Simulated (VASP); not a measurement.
# PtSe2 (P-3m1) in VASP: phonons with PBE+D3(BJ)

Aim: the phonons of PtSe2 with PBE+D3(BJ).

Program: VASP 6.6.1. These are calculated values, not measurements. Logs are shortened: lines on timing, memory, paths and dates and some standing lists are left out, and cuts for length are marked.

## (1) The crystal as given

It takes space group P-3m1 (No. 164, trigonal). Conventional cell: a = 3.724 Å, b = 3.724 Å, c = 5.062 Å, α = 90.00°, β = 90.00°, γ = 120.00°. Pt (site symmetry -3m) has 6 Se at 2.49 Å as nearest neighbours. Around Se (site symmetry 3m) lie 3 Pt at 2.49 Å.

## (2) Phonons, PBE+D3(BJ)

Input file POSCAR:

```
PtSe2
1.0
    3.7240000000      0.0000000000      0.0000000000
   -1.8620000000      3.2250786000      0.0000000000
    0.0000000000      0.0000000000      5.0620000000
Pt Se
1 2
Direct
    0.0000000000      0.0000000000      0.0000000000
    0.3333333300      0.6666666700      0.2500000000
    0.6666666700      0.3333333300      0.7500000000
```

Input file INCAR.step1:

```
ALGO = Fast ; EDIFF = 1E-8
EDIFFG = -0.002 ; ENCUT = 600
GGA = PE ; IBRION = 2
ISIF = 3 ; ISMEAR = 0
IVDW = 12 ; LASPH = True
LCHARG = False ; LREAL = False
LWAVE = False ; NELM = 60
NSW = 40 ; PREC = Accurate
SIGMA = 0.02
```

Input file INCAR.step2:

```
ALGO = Fast ; EDIFF = 1E-8
ENCUT = 600 ; GGA = PE
IBRION = 6 ; ISIF = 2
ISMEAR = 0 ; IVDW = 12
LASPH = True ; LCHARG = False
LREAL = False ; LWAVE = False
NELM = 60 ; NFREE = 2
NSW = 1 ; POTIM = 0.015
PREC = Accurate ; SIGMA = 0.02
```

Input file KPOINTS:

```
k-points
0
Gamma
  9 9 6
```

Potentials or basis: VASP PAW PBE potentials, release 64 (Pt, Se).

Started as:

```console
cat potpaw_PBE.64/Pt/POTCAR potpaw_PBE.64/Se/POTCAR > POTCAR
cp INCAR.step1 INCAR
mpirun -np 1 vasp_std > vasp.out
cp CONTCAR POSCAR
cp INCAR.step2 INCAR
mpirun -np 1 vasp_std > vasp.out
```

OUTCAR:

```text
EDIFF = 1E-8
   ENCUT = 600
   GGA = PE
   IBRION = 6
   ISIF = 2
   ISMEAR = 0
   IVDW = 12
   LASPH = True
   LREAL = False
   NELM = 60
   NFREE = 2
   NSW = 1
   POTIM = 0.015
   PREC = Accurate
 IVDW          = 12

 ion  position               nearest neighbor table
   1  0.000  0.000  0.000-   2 2.53   3 2.53   2 2.53   3 2.53   3 2.53   2 2.53
   2  0.333  0.667  0.266-   1 2.53   1 2.53   1 2.53
   3  0.667  0.333  0.734-   1 2.53   1 2.53   1 2.53

  LATTYP: Found a hexagonal cell.
 ALAT       =     3.7694689280
 C/A-ratio  =     1.2804034265

  Lattice vectors:

 A1 = (   3.7694689280,  -0.0000000000,   0.0000000000)
 A2 = (  -1.8847344640,   3.2644558466,  -0.0000000000)
 A3 = (   0.0000000000,  -0.0000000000,   4.8264409314)

Analysis of symmetry for initial positions (statically):
=====================================================================
 Subroutine PRICEL returns:
 Original cell was already a primitive cell.

 Routine SETGRP: Setting up the symmetry group for a
 hexagonal supercell.

 Subroutine GETGRP returns: Found 12 space group operations
 (whereof 12 operations were pure point group operations)
 out of a pool of 24 trial point group operations.

The static configuration has the point symmetry D_3d.

Analysis of symmetry for dynamics (positions and initial velocities):
=====================================================================
 Subroutine PRICEL returns:
 Original cell was already a primitive cell.

 Routine SETGRP: Setting up the symmetry group for a
 hexagonal supercell.

 Subroutine GETGRP returns: Found 12 space group operations
 (whereof 12 operations were pure point group operations)
 out of a pool of 24 trial point group operations.

The dynamic configuration has the point symmetry D_3d.

 Subroutine INISYM returns: Found 12 space group operations
 (whereof 12 operations are pure point group operations),
 and found     1 'primitive' translations

----------------------------------------------------------------------------------------

                                     Primitive cell

  volume of cell :      59.3906

  direct lattice vectors                    reciprocal lattice vectors
     3.769468928 -0.000000000  0.000000000     0.265289360  0.153164884  0.000000000
    -1.884734464  3.264455847 -0.000000000     0.000000000  0.306329767  0.000000000
     0.000000000 -0.000000000  4.826440931     0.000000000  0.000000000  0.207192010

  length of vectors
     3.769468928  3.769468925  4.826440931     0.306329767  0.306329767  0.207192010

[... 461 lines left out ...]

 number of electron      22.0000003 magnetization

 Free energy of the ion-electron system (eV)
  ---------------------------------------------------
  ext. energy  EPLUGINS =         0.00000000
  ---------------------------------------------------
  free energy    TOTEN  =       -14.19448106 eV

  energy without entropy =      -14.19415567  energy(sigma->0) =      -14.19431837

 E-fermi :   6.7496     XC(G=0): -10.8197

 val. band max:        6.7483314686   @ k =   0.0000   0.0000   0.1667
 cond. band min:       6.7567947795   @ k =  -0.1111   0.4444   0.1667
 fundamental gap:      0.0084633110
 Fermi energy:         6.7495597540

 k-point     1 :       0.0000    0.0000    0.0000
  band No.  band energies     occupation
      1      -8.9600      2.00000
      2      -5.8626      2.00000
      3      -0.4041      2.00000
      4       0.4538      2.00000
      5       0.4538      2.00000
      6       2.9049      2.00000
      7       2.9049      2.00000
      8       4.2481      2.00000
      9       5.7060      2.00000
     10       5.7060      2.00000
     11       7.4992      0.00000
     12       7.8243      0.00000
     13       7.8243      0.00000
     14      10.0788      0.00000
[... 401 lines left out ...]
      2      -6.4110      2.00000
      3       0.1186      2.00000
      4       0.7735      2.00000
      5       1.0989      2.00000
      6       1.7617      2.00000
      7       2.5042      2.00000
      8       3.3586      2.00000
      9       4.3864      2.00000
     10       4.7835      2.00000
     11       6.2574      2.00000
     12       7.0675      0.00000
     13       8.1188      0.00000
     14      11.3622      0.00000
     15      12.9593      0.00000

 [... further k-points ...]

------------------------ aborting loop because EDIFF is reached ----------------------------------------

 Edisp (eV)   -1.47020

 E8    (eV) :    -0.6316
[... 26 lines left out ...]
  FREE ENERGIE OF THE ION-ELECTRON SYSTEM (eV)
  ---------------------------------------------------
  free  energy   TOTEN  =       -15.6646792035 eV

  energy  without entropy=      -15.6643538118  energy(sigma->0) =      -15.66451651

 INTERNAL STRAIN TENSORS FROM DISPLACED ATOMS
 ============================================

 INTERNAL STRAIN TENSOR FOR ION    1 for displacements in x,y,z  (eV/Angst):
          X           Y           Z          XY          YZ          ZX
  --------------------------------------------------------------------------------
  x     0.00000     0.00000     0.00000     0.00000     0.00000     0.00000
  y     0.00000     0.00000     0.00000     0.00000     0.00000     0.00000
  z     0.00000     0.00000     0.00000     0.00000     0.00000     0.00000

 INTERNAL STRAIN TENSOR FOR ION    3 for displacements in x,y,z  (eV/Angst):
          X           Y           Z          XY          YZ          ZX
  --------------------------------------------------------------------------------
  x    -0.00000     0.00000     0.00000    -3.44012     0.00000     7.25398
  y    -3.44012     3.44012    -0.00000     0.00000     7.25396     0.00000
  z     9.53856     9.53856    11.71361    -0.00000    -0.00000     0.00000

 Eigenvectors and eigenvalues of the dynamical matrix
 ----------------------------------------------------

   1 f  =    6.517486 THz    40.950569 2PiTHz  217.399916 cm-1    26.954142 meV
             X         Y         Z           dx          dy          dz
      0.000000  0.000000  0.000000     0.000000    0.000000   -0.669052
     -0.000000  2.176304  1.282367     0.000000   -0.000000    0.525533
      1.884734  1.088152  3.544074    -0.000000   -0.000000    0.525533
[... 43 lines left out ...]
   9 f/i=    0.002853 THz     0.017923 2PiTHz    0.095151 cm-1     0.011797 meV
             X         Y         Z           dx          dy          dz
      0.000000  0.000000  0.000000     0.735768   -0.104085   -0.000000
     -0.000000  2.176304  1.282367     0.468522   -0.066279   -0.000000
      1.884734  1.088152  3.544074     0.468522   -0.066279   -0.000000

 ELASTIC MODULI CONTR FROM IONIC RELAXATION (kBar)
 Direction    XX          YY          ZZ          XY          YZ          ZX
 --------------------------------------------------------------------------------
 XX        -487.2119   -309.4157   -489.1402      0.0000    187.4538     -0.0000
 YY        -309.4157   -487.2119   -489.1402     -0.0000   -187.4538      0.0000
 ZZ        -489.1402   -489.1402   -600.6775      0.0000      0.0000     -0.0000
 XY           0.0000     -0.0000      0.0000    -88.8981     -0.0000    187.4541
 YZ         187.4538   -187.4538      0.0000     -0.0000   -395.2717      0.0000
 ZX          -0.0000      0.0000     -0.0000    187.4541      0.0000   -395.2731
 --------------------------------------------------------------------------------
```

Wall time 26 min (1 thread of Intel Xeon Platinum 8259CL at 2.50GHz (Skylake/Cascade Lake), shared host); peak memory 0.56 GiB.

Results:

```yaml
Relaxed_volume: 19.80 Å³/atom
Relaxed_cell: a = 3.769 Å, b = 3.769 Å, c = 4.826 Å, α = 90.00°, β = 90.00°, γ = 120.00°
Space_group_after_relaxing_to_0.05_Å: P-3m1 (No. 164)
Highest_phonon_frequency_at_Γ_LO-TO_splitting_left_out: 217 cm⁻¹
Dispersion_energy_per_atom: -0.490 eV
```

The path:
| step | energy change (eV) | largest force (eV/Å) | pressure (GPa) | volume (Å³) |
| --- | --- | --- | --- | --- |
| 1 | 0.0000 | 0.6174 | 3.48 | 60.80 |
| 2 | 0.0315 | 0.3957 | -5.86 | 64.75 |
| 3 | -0.0240 | 0.1832 | -0.59 | 62.31 |
| 4 | -0.0240 | 0.1913 | -0.52 | 62.28 |
| 5 | -0.0293 | 0.1610 | -0.44 | 61.90 |
| 6 | -0.0411 | 0.0652 | -0.11 | 60.76 |
| 7 | -0.0414 | 0.1584 | 0.95 | 58.50 |
| 8 | -0.0457 | 0.0180 | 0.34 | 59.72 |
| 9 | -0.0468 | 0.1367 | -1.24 | 59.94 |
| 10 | -0.0478 | 0.0900 | -0.61 | 59.85 |
| 11 | -0.0493 | 0.0167 | 0.07 | 59.30 |
| 12 | -0.0494 | 0.0012 | -0.05 | 59.40 |
| 13 | -0.0494 | 0.0029 | -0.06 | 59.41 |
| 14 | -0.0494 | 0.0036 | 0.05 | 59.37 |
| 15 | -0.0494 | 0.0005 | 0.00 | 59.39 |

Final structure:
```
Pt Se
1.0
     3.76947    0.00000    0.00000
    -1.88473    3.26446    0.00000
     0.00000    0.00000    4.82644
Pt Se
1 2
Cartesian
  0.0000 0.0000 0.0000
  0.0000 2.1763 1.2824
  1.8847 1.0882 3.5441
```

Phonon frequencies in cm⁻¹ (negative: imaginary):
```tsv
q point	frequencies
(0.000, 0.000, 0.000)	0 0 0 157 157 206 212 212 217
```
